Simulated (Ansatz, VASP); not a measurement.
## One calculation of W, two programs

File INCAR:

```
SYSTEM = W
  PREC = Accurate
  ENCUT = 520
  EDIFF = 1E-6
  ISMEAR = -1
  SIGMA = 0.05
  LREAL = .False.
  LASPH = .True.
  NELM = 60
  ALGO = Normal
  ISIF = 2
  LWAVE = .False.
  LCHARG = .False.
  GGA = PE
  NBANDS = 13
```

The input KPOINTS:

```
regular mesh
0
Gamma
  10 10 10
  0 0 0
```

The input POSCAR:

```
W
1.0
   -1.5981684500      1.5981684500      1.5823450000
    1.5981684500     -1.5981684500      1.5823450000
    1.5981684500      1.5981684500     -1.5823450000
W
1
Direct
    0.0000000000      0.0000000000      0.0000000000
```

Contents of input.yaml:

```yaml
crystal:
  lattice:
    - [-1.59816845, 1.59816845, 1.582345]
    - [1.59816845, -1.59816845, 1.582345]
    - [1.59816845, 1.59816845, -1.582345]
  atoms:
    - { symbol: W, position: [0.0, 0.0, 0.0] }
hamiltonian:
  xc: pbe
  pseudopotentials: { kind: paw }
kpoints:
  mp_grid: { grid: [10, 10, 10] }
  band_path:
    path:
      - [[0.0, 0.0, 0.0], [0.0, 0.0, 0.5], [-0.5, 0.5, 0.5], [0.0, 0.0, 0.0], [0.4950740124, 0.4950740124, -0.4950740124], [0.25, 0.25, 0.25], [0.0, 0.5, 0.0], [-0.4950740124, 0.5049259876, 0.4950740124], [-0.5, 0.5, 0.5]]
      - [[0.0, 0.0, 0.5], [0.25, 0.25, 0.25]]
    npoints: 14
scf:
  occupations: { method: fermi_dirac, width: 0.05 }
  n_extra_bands: 6
output:
  forces: true
  stress: true
  eigenvalues: true
  fatbands: true
  write_density: true
  write_potential: true
  elf: true
  volumetric_format: npy
```

Alike in both runs: functional PBE; k mesh 10 × 10 × 10; occupations fermi-dirac, width 0.05 eV; no spin polarisation.

|  | VASP | Ansatz |
| --- | --- | --- |
| version | VASP 6.6.1 | Ansatz 0.2.0 |
| potentials or method | VASP PAW PBE potentials, release 64 (W_sv) | Ansatz PAW |
| plane-wave cutoff (eV) | 520 | 420 |
| valence electrons in the cell | 14 | 14 |
| task | single point | band structure |

|  | VASP | Ansatz | Ansatz less VASP |
| --- | --- | --- | --- |
| gap on the k mesh at the Fermi level (eV) | none | none | - |
| pressure (GPa) | 0.1 | -0.4 | -0.47 |
| largest component of the traceless stress (GPa) | 2.16 | 2.16 | +0.004 |

A gap of «none» marks a metal or a gap that the smearing closes.

Caveats: spin-orbit coupling is left out, which moves the levels of the heavy elements (Ansatz). The runs have no spin-orbit coupling, so splittings on W are missing.
